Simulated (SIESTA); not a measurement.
Runs of SIESTA 5.4.2 on Ru. The structure is hexagonal, space group P6_3/mmc (No. 194). Conventional cell: a = 2.706 Å, b = 2.706 Å, c = 4.282 Å, α = 90.00°, β = 90.00°, γ = 120.00°. Ru (site symmetry -6m2) is surrounded by 12 Ru at 2.65 to 2.71 Å. 

| level | potentials or basis | energy shift | gap on the mesh (eV) | pressure (GPa) |
| --- | --- | --- | --- | --- |
| PBEsol | PseudoDojo 0.4 standard (PBEsol files), DZP (energy shift 0.002 Ry) | 0.002 Ry | none | -5.2 |
| PBEGcGxHEG | PseudoDojo 0.4 standard (PBE files), DZP (energy shift 0.002 Ry) | 0.002 Ry | none | -9.4 |
| vdW-DF2 | PseudoDojo 0.4 standard (PBE files), DZP (energy shift 0.002 Ry) | 0.002 Ry | none | 29.7 |
| PBE | PseudoDojo 0.4 standard (PBE files), TZDP (energy shift 0.02 Ry) | 0.02 Ry | none | (a) |
| PBE | PseudoDojo 0.4 standard (PBE files), SZ (energy shift 0.02 Ry) | 0.02 Ry | none | -19.9 |

Alike in all rows: task band structure; no spin polarisation; cell as given; k mesh 11 × 11 × 6; smearing fermi-dirac 0.05 eV; grid cutoff 800 Ry.

Task: Fill in the values left out.

Result: (a) 1.2.

Caveats: the basis of atomic orbitals isn't converged, which shifts pressures, moduli and gaps; semicore shells carry a single zeta, which can move pressures by several GPa and volumes by a few percent (some runs); the potentials were made for another functional, which shifts forces and pressure (some runs); a pressure of tens of GPa on the cell as given is suspect, and the run, the potentials or the cell itself is likely at fault (some runs); the basis has no polarisation orbitals (some runs); so large a pressure means that the cell lies far from this level's equilibrium, or that cutoff or potentials fall short (some runs).

A k mesh can miss the band edges, and the runs leave out spin-orbit coupling on Ru.

A gap of «none» marks a metal or a gap under the smearing width.
